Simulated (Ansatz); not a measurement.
SiO2 built on the rutile prototype, relaxed with r2SCAN. It is tetragonal, P4_2/mnm (No. 136); a = 4.185 Å, c = 2.669 Å in the conventional setting, 7.79 Å³ an atom. Si has 6 O at 1.76–1.81 Å; O has 3 Si at 1.76–1.81 Å.

```
CELL_PARAMETERS angstrom
4.18519 0.00000 0.00000
0.00000 4.18519 0.00000
0.00000 0.00000 2.66884
ATOMIC_POSITIONS crystal
Si 0.00000 0.00000 0.00000
Si 0.50000 0.50000 0.50000
O 0.30610 0.30610 0.00000
O 0.19390 0.80610 0.50000
O 0.80610 0.19390 0.50000
O 0.69390 0.69390 0.00000
```

4 runs of Ansatz 0.2.0 on this cell differ in the functional (and in the settings that go with it). Levels are in eV from each run's valence top; v1 is the last filled band, c1 the first empty one.

Run A, mean stress -1.9 GPa (compression positive):
```
point     v5     v3     v1     c1     c2     c3
    Γ  -3.06  -0.82   0.00   8.43   9.51  11.39
    X  -4.02  -2.59  -1.08  10.68  10.68  12.00
    M  -3.20  -2.71  -2.43  10.36  10.36  13.06
    Z  -4.62  -3.24  -2.84  12.16  12.16  15.74
```

Run B, mean stress -3.8 GPa (compression positive):
```
point     v5     v3     v1     c1     c2     c3
    Γ  -3.05  -0.81   0.00   8.91   9.97  11.87
    X  -4.04  -2.57  -1.09  11.17  11.17  12.48
    M  -3.20  -2.71  -2.45  10.85  10.85  13.56
    Z  -4.63  -3.28  -2.86  12.67  12.67  16.25
```

Run C, mean stress -1.9 GPa (compression positive):
```
point     v5     v3     v1     c1     c2     c3
    Γ  -3.07  -0.82   0.00   7.66   8.73  10.61
    X  -4.01  -2.59  -1.08   9.89   9.89  11.21
    M  -3.20  -2.70  -2.42   9.58   9.58  12.27
    Z  -4.62  -3.23  -2.83  11.37  11.37  14.95
```

Run D, mean stress 0.0 GPa (compression positive):
```
point     v5     v3     v1     c1     c2     c3
    Γ  -3.16  -0.88   0.00   6.51   7.67   9.51
    X  -3.92  -2.70  -1.08   8.71   8.71  10.09
    M  -3.28  -2.67  -2.32   8.41   8.41  11.08
    Z  -4.63  -3.10  -2.71  10.17  10.17  13.76
```

**Question.** Match the runs to r2SCAN, HSE06, DDH-PBE0, PBE0.

**Answer.** A is PBE0, B is DDH-PBE0, C is HSE06, D is r2SCAN. In order of the gap: r2SCAN 6.51, HSE06 7.66, PBE0 8.43, DDH-PBE0 8.91 eV. The stress vanishes for r2SCAN, which relaxed the cell.

Calculated for a static, non-magnetic cell.

The program warns that its thresholds are loose for a hybrid's stress.

The meshes of the hybrids are coarse, so their gaps aren't converged to the digits shown.
